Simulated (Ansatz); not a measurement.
Wanted: the native input for an Ansatz 0.2.0 run.

```yaml
Task: band structure
Functional: PBE0
Potentials_or_basis: Ansatz PAW
Cutoff: "420 eV (not typed: the program's choice for these potentials)"
k_mesh: 4 × 4 × 4
Occupations: fermi-dirac, width 0.05 eV
Spin: no spin polarisation
Path: "[[\"G\", \"X\", \"W\", \"K\", \"G\", \"L\", \"U\", \"W\", \"L\", \"K\"], [\"U\", \"X\"]]"
Points_for_each_segment_of_the_path: 4
```

Crystal: CaF2 (Fluorite).

```
Ca F
1.0
     0.00000    2.73100    2.73100
     2.73100    0.00000    2.73100
     2.73100    2.73100    0.00000
Ca F
1 2
Direct
  0.00000 0.00000 0.00000
  0.75000 0.75000 0.75000
  0.25000 0.25000 0.25000
```

These files were run (other wordings do the same):

input.yaml

```yaml
crystal:
  lattice:
    - [0.0, 2.731, 2.731]
    - [2.731, 0.0, 2.731]
    - [2.731, 2.731, 0.0]
  atoms:
    - { symbol: Ca, position: [0.0, 0.0, 0.0] }
    - { symbol: F, position: [0.75, 0.75, 0.75] }
    - { symbol: F, position: [0.25, 0.25, 0.25] }
hamiltonian:
  xc: pbe0
  pseudopotentials: { kind: paw }
kpoints:
  mp_grid: { grid: [4, 4, 4] }
  band_path:
    path:
      - [[0.0, 0.0, 0.0], [0.5, 0.0, 0.5], [0.5, 0.25, 0.75], [0.375, 0.375, 0.75], [0.0, 0.0, 0.0], [0.5, 0.5, 0.5], [0.625, 0.25, 0.625], [0.5, 0.25, 0.75], [0.5, 0.5, 0.5], [0.375, 0.375, 0.75]]
      - [[0.625, 0.25, 0.625], [0.5, 0.0, 0.5]]
    npoints: 4
scf:
  occupations: { method: fermi_dirac, width: 0.05 }
  n_extra_bands: 7
output:
  forces: true
  stress: true
  eigenvalues: true
  fatbands: false
```

Potentials or basis: Ansatz PAW.

Launch:

```console
$ ansatz run input.yaml --threads 2 --pin off --max-ram 5632MiB --backend cpu --events-out ev --progress --plain --runs-dir out
```

Results of the run:

The pressure is 0.1 GPa. The band gap on the k mesh is 10.13 eV, indirect (least direct gap 10.40 eV) and the band gap along the path is 10.13 eV, indirect (least direct gap 10.40 eV).

Caveat: the k mesh is coarse (spacing up to 0.50 Å⁻¹), so the values aren't converged, least of all with exact exchange; the PAW data sets come from PBE, with cores solved anew for the run's functional, which leaves a small shift of forces and pressure; the thresholds are loose for stress.

Run time: 41 s on 2 threads of Intel(R) Xeon(R) Platinum 8488C (Sapphire Rapids), with other jobs on the host, peak memory 0.57 GiB.
